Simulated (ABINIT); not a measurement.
Crystal: PbS.

```
Pb S
1.0
     2.07995   -5.99130    0.00000
     2.07995    5.99130    0.00000
     0.00000    0.00000    4.27932
Pb S
2 2
Direct
  0.13056 0.86944 0.25000
  0.86944 0.13056 0.75000
  0.35480 0.64520 0.25000
  0.64520 0.35480 0.75000
```

Measurements of this composition are mostly on another form, of space group No. 225.

```yaml
Program: ABINIT 10.8.3 (patched build)
Task: relaxation of cell and atoms
Functional: PBEsol
Potentials_or_basis: PseudoDojo NC SR PBEsol v0.4.1 standard
Cutoff: 762 eV
k_mesh: 5 × 5 × 4
Occupations: fermi-dirac, width 0.05 eV
Spin: no spin polarisation
```

At the start: pressure -1.8 GPa; volume 26.66 Å³/atom.

**Question.** Where does the relaxation end?

**Answer.** Over 22 steps the energy falls by 8.5 meV/atom and the volume is 25.19 Å³/atom (-5.5 %); space group Cmcm (No. 63, to 0.05 Å).

The path:
| step | energy change (eV) | largest force (eV/Å) | pressure (GPa) | volume (Å³) |
| --- | --- | --- | --- | --- |
| 1 | 0.0000 | 0.0293 | -1.77 | 106.65 |
| 2 | -0.0061 | 0.0443 | -1.50 | 106.08 |
| 3 | -0.0215 | 0.1670 | 0.10 | 102.94 |
| 4 | -0.0223 | 0.1513 | 0.04 | 102.95 |
| 5 | -0.0271 | 0.0209 | -0.16 | 102.41 |
| 6 | -0.0278 | 0.0190 | -0.14 | 102.15 |
| 7 | -0.0299 | 0.0400 | -0.08 | 101.44 |
| 8 | -0.0317 | 0.0559 | -0.01 | 100.91 |
| 9 | -0.0329 | 0.0392 | 0.01 | 100.71 |
| 10 | -0.0332 | 0.0210 | 0.00 | 100.83 |
| 11 | -0.0332 | 0.0252 | 0.00 | 100.88 |
| 12 | -0.0334 | 0.0301 | 0.00 | 100.94 |
| 13 | -0.0335 | 0.0313 | -0.01 | 100.97 |
| 14 | -0.0337 | 0.0245 | -0.01 | 100.91 |
| 15 | -0.0338 | 0.0141 | 0.00 | 100.80 |
| 16 | -0.0338 | 0.0085 | 0.00 | 100.74 |
| 17 | -0.0338 | 0.0081 | 0.00 | 100.73 |
| 18 | -0.0339 | 0.0100 | 0.00 | 100.71 |
| 19 | -0.0339 | 0.0105 | 0.00 | 100.70 |
| 20 | -0.0339 | 0.0078 | 0.00 | 100.71 |
| 21 | -0.0339 | 0.0029 | 0.00 | 100.73 |
| 22 | -0.0339 | 0.0005 | 0.00 | 100.74 |

Final structure:
```cif
data_structure
_symmetry_space_group_name_H-M 'P 1'
_symmetry_Int_Tables_number 1
_cell_length_a 6.1532
_cell_length_b 6.1532
_cell_length_c 4.2354
_cell_angle_alpha 90.000
_cell_angle_beta 90.000
_cell_angle_gamma 141.080
_cell_volume 100.74
loop_
_atom_site_label
_atom_site_type_symbol
_atom_site_fract_x
_atom_site_fract_y
_atom_site_fract_z
_atom_site_occupancy
Pb1 Pb 0.12686 0.87314 0.25000 1
Pb2 Pb 0.87314 0.12686 0.75000 1
S1 S 0.35895 0.64105 0.25000 1
S2 S 0.64105 0.35895 0.75000 1
```
